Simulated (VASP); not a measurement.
# P (P2/m) in VASP: notebook, part 2 of 2

VASP 6.6.1. Earlier steps stand in the parts before.

### 5 Single point, PBE

INCAR reads:

```
PREC = Accurate
ENCUT = 460
EDIFF = 1E-6
ISMEAR = 0
SIGMA = 0.2
LREAL = False
LASPH = True
NELM = 100
ALGO = Normal
ISIF = 2
LWAVE = False
LCHARG = False
GGA = PE
ADDGRID = False
```

KPOINTS reads:

```
regular mesh
0
Gamma
  14 14 7
```

POSCAR reads:

```
P
1.0
    2.4246941115      0.0000000000      0.0000000000
    0.0000000000      2.4385351442      0.0000000000
   -0.0203144631      0.0000000000      4.8524328982
P
2
Direct
    0.0000000300      0.0000000000      0.7494253600
    0.9999999700      0.0000000000      0.2505746400
```

Potentials or basis: VASP PAW PBE potentials, release 64 (P).

Command:

```bash
> cat potpaw_PBE.64/P/POTCAR > POTCAR
> mpirun -np 1 vasp_std > vasp.out
```

OUTCAR:

```text
PREC = Accurate
   ENCUT = 460
   EDIFF = 1E-6
   ISMEAR = 0
   LREAL = False
   LASPH = True
   NELM = 100
   ISIF = 2
   GGA = PE

 Found    400 irreducible k-points:

 Following reciprocal coordinates:
            Coordinates               Weight
  0.000000  0.000000  0.000000      1.000000
  0.071429  0.000000  0.000000      2.000000
  0.142857  0.000000  0.000000      2.000000
  0.214286  0.000000  0.000000      2.000000
  0.285714  0.000000  0.000000      2.000000
  0.357143  0.000000  0.000000      2.000000
   k-points           NKPTS =    400   k-points in BZ     NKDIM =    400   number of bands    NBANDS=      9
   number of dos      NEDOS =    301   number of ions     NIONS =      2
   total plane-waves  NPLWV =  11664
   dimension x,y,z NGX =    18 NGY =   18 NGZ =   36
   dimension x,y,z NGXF=    36 NGYF=   36 NGZF=   72
   ions per type =               2
   NGX,Y,Z   is equivalent  to a cutoff of  12.34, 12.27, 12.33 a.u.
   NGXF,Y,Z  is equivalent  to a cutoff of  24.68, 24.54, 24.67 a.u.
 SYSTEM =  unknown system
   PREC   = accura    normal or accurate (medium, high low for compatibility)
   ISTART =      0    job   : 0-new  1-cont  2-samecut
   ICHARG =      2    charge: 1-file 2-atom 10-const
   ISPIN  =      1    spin polarized calculation?
   LNONCOLLINEAR =      F non collinear calculations
   LSORBIT =      F    spin-orbit coupling
   LASPH  =      T    aspherical Exc in radial PAW
   ENCUT  =  460.0 eV  33.81 Ry    5.81 a.u.   4.24  4.26  8.49*2*pi/ulx,y,z
   NELM   =    100;   NELMIN=  2; NELMDL= -5     # of ELM steps
   EDIFF  = 0.1E-05   stopping-criterion for ELM
   LREAL  =      F    real-space projection
   EDIFFG = 0.1E-04   stopping-criterion for IOM
   NSW    =      0    number of steps for IOM
   IBRION =     -1    ionic relax: 0-MD 1-quasi-New 2-CG
   NFREE  =      0    steps in history (QN), initial steepest desc. (CG)
   ISIF   =      2    stress and relaxation
   ISYM   =      2    0-nonsym 1-usesym 2-fastsym
   POTIM  = 0.5000    time-step for ionic-motion
   TEBEG  =    0.0;   TEEND  =   0.0 temperature during run
   PSTRESS=    0.0 pullay stress
   NELECT =      10.0000    total number of electrons
   NUPDOWN=      -1.0000    fix difference up-down
   EMIN   =  10.00;   EMAX   =-10.00  energy-range for DOS
   EFERMI =   0.00;   METHOD = LEGACY
   ISMEAR =     0;   SIGMA  =   0.20  broadening in eV -4-tet -1-fermi 0-gaus
   EFERMI_NEDOS =   21; number of points for ismear=-14 and -15
   IALGO  =     38    algorithm
   IMIX   =      4    mixing-type and parameters
     AMIX     =   0.40;   BMIX     =  1.00
     AMIX_MAG =   1.60;   BMIX_MAG =  1.00
  volume/ion in A,a.u.               =      14.35        96.81
  Fermi-wavevector in a.u.,A,eV,Ry     =   1.152107  2.177167 18.059715  1.327352
  Thomas-Fermi vector in A             =   2.288761
   LORBIT       =      0    0 simple, 1 ext, 2 COOP (PROOUT), +10 PAW based schemes
   GGA     = PE    functional components
   LHFCALC =     F    Hartree Fock is set to
   AEXX    =    0.0000 exact exchange contribution
   IVDW    =     0    specifies the selected vdW correction
   LEPSILON=     F    determine dielectric tensor
   LRPA    =     F    only Hartree local field effects (RPA)
 non-spin polarized calculation
 Gauss-broadening in eV      SIGMA  =   0.20
  energy-cutoff  :      460.00
  volume of cell :       28.69
 maximum number of plane-waves:       656
 NGX is ok and might be reduce to    18
   NGX =  9   NGY =  9   NGZ = 17

 number of electron      10.0000000 magnetization

 number of electron       9.9999996 magnetization

 Free energy of the ion-electron system (eV)
  ---------------------------------------------------
  ext. energy  EPLUGINS =         0.00000000
  ---------------------------------------------------
  free energy    TOTEN  =       -10.54832502 eV

  energy without entropy =      -10.53247516  energy(sigma->0) =      -10.54040009

 E-fermi :   9.8367     XC(G=0): -11.3430

 val. band max:        9.8354016191   @ k =  -0.2857   0.0000   0.4286
 cond. band min:       9.8452051576   @ k =   0.2143   0.0000   0.4286
 fundamental gap:      0.0098035385
 Fermi energy:         9.8366568396

 k-point     1 :       0.0000    0.0000    0.0000
  band No.  band energies     occupation
      1      -6.7938      2.00000
      2      -2.3661      2.00000
      3       1.0627      2.00000
      4      14.8089      0.00000
      5      15.0169      0.00000
      6      15.0582      0.00000
      7      16.6088      0.00000
      8      16.6759      0.00000
      9      17.8717      0.00000
[... 49 lines left out ...]
 k-point     6 :       0.3571    0.0000    0.0000
  band No.  band energies     occupation
      1      -3.9624      2.00000
      2       0.5310      2.00000
      3       3.4860      2.00000
      4       3.5590      2.00000
      5       7.2858      2.00000
      6      12.7863      0.00000
      7      16.8824      0.00000
      8      17.0932      0.00000
      9      18.5783      0.00000

 [... further k-points ...]

------------------------ aborting loop because EDIFF is reached ----------------------------------------

  FORCE on cell =-STRESS in cart. coord.  units (eV):
  Direction    XX          YY          ZZ          XY          YZ          ZX
  --------------------------------------------------------------------------------------
  -------------------------------------------------------------------------------------
  Total        0.5182114      0.3210607      0.4954289      0.0000000      0.0000000      0.0262951
  in kB       28.9382317     17.9288403     27.6660019      0.0000000      0.0000000      1.4683853
  external PRESSURE =      24.8443580 kB  Pullay stress =       0.0000000 kB

 VOLUME and BASIS-vectors are now :
 -----------------------------------------------------------------------------
  energy-cutoff  :      460.00
  volume of cell :       28.69
      direct lattice vectors                 reciprocal lattice vectors
     2.424694112  0.000000000  0.000000000     0.412423157  0.000000000  0.001726589
     0.000000000  2.438535144  0.000000000     0.000000000  0.410082259  0.000000000
    -0.020314463  0.000000000  4.852432898     0.000000000  0.000000000  0.206082190

 POSITION                                       TOTAL-FORCE (eV/Angst)
 -----------------------------------------------------------------------------------
     -0.01522      0.00000      3.63654         0.000187      0.000000      0.000573
      2.41960      0.00000      1.21590        -0.000187      0.000000     -0.000573
 -----------------------------------------------------------------------------------
    total drift:                                0.000000      0.000000     -0.000000

  FREE ENERGIE OF THE ION-ELECTRON SYSTEM (eV)
  ---------------------------------------------------
  free  energy   TOTEN  =       -10.5483250219 eV

  energy  without entropy=      -10.5324751573  energy(sigma->0) =      -10.54040009
```

OSZICAR:

```text
N       E                     dE             d eps       ncg     rms          rms(c)
DAV:   1     0.177124684206E+02    0.17712E+02   -0.43313E+03  7216   0.875E+02
DAV:   2    -0.982591108150E+01   -0.27538E+02   -0.26378E+02 10941   0.115E+02
DAV:   3    -0.105393722732E+02   -0.71346E+00   -0.70181E+00  9327   0.203E+01
DAV:   4    -0.105438036759E+02   -0.44314E-02   -0.44264E-02 10711   0.163E+00
DAV:   5    -0.105438188875E+02   -0.15212E-04   -0.15208E-04  9346   0.710E-02    0.674E+00
DAV:   6    -0.105459285344E+02   -0.21096E-02   -0.11075E-03  9724   0.381E-01    0.400E+00
DAV:   7    -0.105480975644E+02   -0.21690E-02   -0.29939E-03  7777   0.637E-01    0.113E-01
DAV:   8    -0.105482970829E+02   -0.19952E-03   -0.13045E-04  9012   0.110E-01    0.293E-02
DAV:   9    -0.105483244534E+02   -0.27370E-04   -0.26359E-05  8194   0.496E-02    0.363E-03
DAV:  10    -0.105483250219E+02   -0.56844E-06   -0.50667E-07  7261   0.652E-03
   1 F= -.10548325E+02 E0= -.10540400E+02  d E =-.158499E-01
```

Run time: 44 s. Hardware: 1 thread of Intel Xeon Platinum 8259CL at 2.50GHz (Skylake/Cascade Lake), shared host; peak memory 0.18 GiB.

These settings aren't checked as converged: the numbers below hold their error.

Results:

* Free energy: -10.5483 eV
* Pressure: 2.5 GPa
* Band gap on the k mesh: none (metal or under the smearing width)

### 6 Single point, PBE

INCAR is that of step 5.

KPOINTS is that of step 5.

POSCAR reads:

```
P
1.0
    2.4246941115      0.0000000000      0.0000000000
    0.0000000000      2.4385351442      0.0000000000
   -0.0203144631      0.0000000000      4.8524328982
P
2
Direct
   -0.0009640000     -0.0137570000      0.7520410000
    1.0088450000      0.0001830000      0.2407300000
```

Potentials or basis: VASP PAW PBE potentials, release 64 (P).

Command:

```bash
> cat potpaw_PBE.64/P/POTCAR > POTCAR
> mpirun -np 1 vasp_std > vasp.out
```

OUTCAR:

```text
PREC = Accurate
   ENCUT = 460
   EDIFF = 1E-6
   ISMEAR = 0
   LREAL = False
   LASPH = True
   NELM = 100
   ISIF = 2
   GGA = PE

 Found    688 irreducible k-points:

 Following reciprocal coordinates:
            Coordinates               Weight
  0.000000  0.000000  0.000000      1.000000
  0.071429  0.000000  0.000000      2.000000
  0.142857  0.000000  0.000000      2.000000
  0.214286  0.000000  0.000000      2.000000
  0.285714  0.000000  0.000000      2.000000
[... 151 lines left out ...]

  FORCE on cell =-STRESS in cart. coord.  units (eV):
  Direction    XX          YY          ZZ          XY          YZ          ZX
  --------------------------------------------------------------------------------------
  -------------------------------------------------------------------------------------
  Total        0.5799845      0.3175163      0.5863857     -0.0104240     -0.0123353      0.0206949
  in kB       32.3878018     17.7309100     32.7452623     -0.5821007     -0.6888322      1.1556574
  external PRESSURE =      27.6213247 kB  Pullay stress =       0.0000000 kB

 VOLUME and BASIS-vectors are now :
 -----------------------------------------------------------------------------
  energy-cutoff  :      460.00
  volume of cell :       28.69
      direct lattice vectors                 reciprocal lattice vectors
     2.424694112  0.000000000  0.000000000     0.412423157  0.000000000  0.001726589
     0.000000000  2.438535144  0.000000000     0.000000000  0.410082259  0.000000000
    -0.020314463  0.000000000  4.852432898     0.000000000  0.000000000  0.206082190

 POSITION                                       TOTAL-FORCE (eV/Angst)
 -----------------------------------------------------------------------------------
      2.40708      2.40499      3.64923         0.038329      0.055992     -0.033274
      0.01656      0.00045      1.16813        -0.038329     -0.055992      0.033274
 -----------------------------------------------------------------------------------
    total drift:                               -0.000001      0.000000     -0.000001

  FREE ENERGIE OF THE ION-ELECTRON SYSTEM (eV)
  ---------------------------------------------------
  free  energy   TOTEN  =       -10.5463917265 eV

  energy  without entropy=      -10.5324098418  energy(sigma->0) =      -10.53940078
```

OSZICAR:

```text
N       E                     dE             d eps       ncg     rms          rms(c)
DAV:   1     0.168453282644E+02    0.16845E+02   -0.42906E+03 12408   0.871E+02
DAV:   2    -0.983204453960E+01   -0.26677E+02   -0.25637E+02 18477   0.113E+02
DAV:   3    -0.105395203789E+02   -0.70748E+00   -0.69781E+00 16368   0.199E+01
DAV:   4    -0.105436091232E+02   -0.40887E-02   -0.40819E-02 17894   0.153E+00
DAV:   5    -0.105436260038E+02   -0.16881E-04   -0.16873E-04 16033   0.717E-02    0.678E+00
DAV:   6    -0.105442019327E+02   -0.57593E-03   -0.51744E-03 15414   0.549E-01    0.406E+00
DAV:   7    -0.105461773786E+02   -0.19754E-02   -0.51831E-03 13549   0.770E-01    0.153E-01
DAV:   8    -0.105462903525E+02   -0.11297E-03   -0.41686E-04 14999   0.161E-01    0.787E-02
DAV:   9    -0.105463876926E+02   -0.97340E-04   -0.97161E-05 13449   0.965E-02    0.283E-02
DAV:  10    -0.105463914449E+02   -0.37524E-05   -0.32686E-06 17483   0.169E-02    0.830E-03
DAV:  11    -0.105463917265E+02   -0.28158E-06   -0.58167E-07 10248   0.678E-03
   1 F= -.10546392E+02 E0= -.10539401E+02  d E =-.139819E-01
```

stdout:

```text
POSCAR found type information on POSCAR P
 POSCAR found :  1 types and       2 ions
 scaLAPACK will be used
 LDA part: xc-table for (Slater+PW92), standard interpolation
 POSCAR, INCAR and KPOINTS ok, starting setup
 FFT: planning ... GRIDC
 FFT: planning ... GRID_SOFT
 FFT: planning ... GRID
 WAVECAR not read
 entering main loop
```

It took 78 s on 1 thread of Intel Xeon Platinum 8259CL at 2.50GHz (Skylake/Cascade Lake), shared host; peak memory 0.23 GiB.

The run converged, but some of its settings lie outside the range that counts as converged, so its numbers aren't taken as properties of the crystal.

Results:

```yaml
Free_energy: -10.5464 eV
Pressure: 2.8 GPa
Largest_force: 0.076 eV/Å
Band_gap_on_the_k_mesh: none (metal or under the smearing width)
```
